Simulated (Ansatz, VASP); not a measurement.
# Si (dimer Si chain): VASP beside Ansatz, part 2 of 2

Aim: how closely do two programs agree when they are given the same cell, functional and k mesh? The structure shown is the start of the Ansatz relaxation below; VASP solves that cell, so the two are compared at the walk's first step. Other levels of theory on this material are compared in a session of their own.

VASP 6.6.1 and Ansatz 0.2.0.

So far. Step 4 (Comparison): The forces differ by 6.0 meV/Å r.m.s., which is 0.2 % of the r.m.s. force of 3.438 eV/Å (both taken over all components). Moments aren't recorded for both runs of this pair, so they may hold unlike magnetic states.

### Step 5. Ansatz: relaxation, r2SCAN

Level of this step: Ansatz beside VASP: Kohn-Sham DFT, plane waves, r2SCAN (Ansatz).

The two programs are compared at the cell with which this relaxation starts, whose forces are those of its first step.

The structure compared here is the start of the Ansatz relaxation; VASP solves that cell, so the two are compared at the walk's first step.

Contents of input.yaml:

```yaml
crystal:
  lattice:
    - [7.5, 0.0, 0.0]
    - [0.0, 7.5, 0.0]
    - [0.0, 0.0, 4.218]
  atoms:
    - { symbol: Si, position: [0.5, 0.5, 0.0], spin: 0.3 }
    - { symbol: Si, position: [0.5, 0.5, 0.45], spin: 0.3 }
magnetization:
  spin_polarized: true
kpoints:
  mp_grid: { grid: [1, 1, 19] }
scf:
  occupations: { method: fermi_dirac, width: 0.05 }
hamiltonian:
  xc: r2scan
relax:
  cell: { fix: [a, b, alpha, beta, gamma] }
  max_steps: 60
```

On the command line:

```sh
> ansatz run input.yaml --threads 4 --pin off --max-ram 8192MiB --backend cpu --events-out ev --progress --plain --runs-dir out
```

Numbers of over 12 decimals in the logs are rounded to 6 here.

What it wrote:

```text
[...]
Crystal: 2 atoms, lattice volume = 237.262 Å³
Basis set: ecut = 500 eV, 6055 PW (Γ), exchange–correlation on 240×240×128 points (64 copies of the dense FFT grid, shifted against one another)
Bands: 9, of which v1, the nominal top of the filled ones, is band 4 counted from 1 (3 counted from 0)
Symmetry: 16 space group operations
[...]
0.000000       0.141442       0.000000
        0.000000       0.000000      -0.042830
  P = ⅓ Tr σ = 0.0800 GPa (0.800 kbar)
--- Relaxed structure (8 steps of the walk, 8 accepted, 1 SCFs on fresh bases) ---
[...]
cell:  # Å, volume = 242.0498 Å³
    - [7.5, 0.0, 0.0]
    - [0.0, 7.5, 0.0]
    - [0.0, 0.0, 4.303108]
  atoms:
    - { symbol: Si, position: [0.5, 0.5, -0.025004] }
    - { symbol: Si, position: [0.5, 0.5, 0.475004] }
[key lines of the parts left out:]
SCF converged after 4 iterations
Magnetization: 0.0000 μB (4.0000 up, 4.0000 down)
Free energy (F): -1273.665731 eV
Fermi energy:    -3.278361 eV
```

### Step 6. VASP: single point, r2SCAN, start cell

The same cell, functional, mesh and smearing now go to VASP, with its own data sets.

Contents of INCAR:

```
SYSTEM = Si
PREC = Accurate
ENCUT = 440
EDIFF = 1E-06
NELM = 200
ISMEAR = -1
SIGMA = 0.05
LREAL = .FALSE.
ALGO = Normal
METAGGA = R2SCAN
LASPH = .TRUE.
NBANDS = 11
ISPIN = 2
MAGMOM = 0 0
LORBIT = 11
LWAVE = .FALSE.
LCHARG = .FALSE.
ISIF = 2
GGA_COMPAT = .FALSE.
LMIXTAU = .TRUE.
KPAR = 2
```

Contents of POSCAR:

```
Si
1.0
    7.5000000000      0.0000000000      0.0000000000
    0.0000000000      7.5000000000      0.0000000000
    0.0000000000      0.0000000000      4.2180000000
Si
2
Direct
    0.5000000000      0.5000000000      1.0000000000
    0.5000000000      0.5000000000      0.4500000000
```

Contents of KPOINTS:

```
Automatic mesh
0
Gamma
1 1 19
0 0 0
```

Potentials, in the order of the species: Si (PBE family, release 64).

On the command line:

```sh
> mpirun -np 2 vasp_std
```

What it wrote:

```text
[banner, memory and clock lines left out]
running    2 mpi-ranks, on    1 nodes
[...]
[... a notice as in an earlier step ...]

 LDA part: xc-table for (None), standard interpolation
 POSCAR, INCAR and KPOINTS ok, starting setup
[...]
entering main loop
       N       E                     dE             d eps       ncg     rms          rms(c)
DAV:   1     0.190286683401E+02    0.19029E+02   -0.21581E+03   440   0.404E+02
DAV:   2    -0.124398246517E+02   -0.31468E+02   -0.30259E+02   646   0.716E+01
DAV:   3    -0.143773473371E+02   -0.19375E+01   -0.19329E+01   597   0.197E+01
DAV:   4    -0.144077133854E+02   -0.30366E-01   -0.30355E-01   585   0.326E+00
[...]
DAV:  27    -0.125479768771E+02   -0.13053E-03   -0.28667E-05   440   0.344E-02    0.483E-03
DAV:  28    -0.125479848336E+02   -0.79565E-05   -0.27295E-06   488   0.125E-02    0.427E-03
DAV:  29    -0.125479849680E+02   -0.13437E-06   -0.14804E-07   508   0.325E-03
   1 F= -.12547985E+02 E0= -.12541859E+02  d E =-.122513E-01  mag=    -0.0000
```

OUTCAR, selected parts (step 6):

```text
  Total        0.2036090      0.2036090      3.1843547      0.0000000      0.0000000      0.0000000
  in kB        1.3749232      1.3749232     21.5031912      0.0000000      0.0000000      0.0000000
  external PRESSURE =       8.0843458 kB  Pullay stress =       0.0000000 kB

 POSITION                                       TOTAL-FORCE (eV/Angst)
 -----------------------------------------------------------------------------------
      3.75000      3.75000      0.00000         0.000000      0.000000     -5.565478
      3.75000      3.75000      1.89810         0.000000     -0.000000      5.565478
 -----------------------------------------------------------------------------------
    total drift:                               -0.000000      0.000000     -0.000000

  FREE ENERGIE OF THE ION-ELECTRON SYSTEM (eV)
  ---------------------------------------------------
  free  energy   TOTEN  =       -12.5479849680 eV

  energy  without entropy=      -12.5357336982  energy(sigma->0) =      -12.54185933

 magnetization (x)
# of ion       s       p       d       tot
------------------------------------------
    1       -0.000  -0.000   0.000  -0.000
    2       -0.000  -0.000   0.000  -0.000
--------------------------------------------------
tot         -0.000  -0.000   0.000  -0.000

[... 1 part as in an earlier step ...]

[... 2 further parts left out ...]
[key lines of the parts left out:]
E-fermi :  -3.5708
```

### Step 7. Differences

What differs besides the data sets and the points named for the pairs above, as far as they apply: VASP keeps PBE cores, Ansatz makes them for the functional; the cutoff is 500 eV in Ansatz and 440 eV in VASP. Total energies have different zeros and are not compared.

Forces (eV/Å; atoms numbered as in POSCAR):

```tsv
atom	Ansatz x, y, z	VASP x, y, z
Si1	0.000, 0.000, -5.582	0.000, 0.000, -5.565
Si2	0.000, 0.000, 5.582	0.000, 0.000, 5.565
```

The forces differ by 9.3 meV/Å r.m.s., which is 0.3 % of the r.m.s. force of 3.213 eV/Å (both taken over all components). Moments aren't recorded for both runs of this pair, so they may hold unlike magnetic states.

### Step 8. Outcome

```json
{"r.m.s. force difference (single point, PBEsol, start cell)": "0.17 % of the r.m.s. force", "r.m.s. force difference (single point, r2SCAN, start cell)": "0.29 % of the r.m.s. force"}
```

**Reading.** The r.m.s. force difference is 0.29 % of the r.m.s. force (single point, r2SCAN, start cell), within the 3 % picked in this series as the mark of a large difference. 8 further runs of this series are not shown here. Such differences can come from data sets, numerical settings and the points named under the comparisons, not from the functional's error against experiment.

[Lines on the potential files, build, host, timing and source positions are cut from VASP's logs without a mark.]

[Logs are printed without paths, hosts, clocks, repeated set-up lines and the standing remarks that a program may print on its own settings, such as how far it seeks lower states.]

[Hosts, paths, dates, database ids (printed as entryN), source tags and the programs' standing remarks are cut or masked in the printed files.]
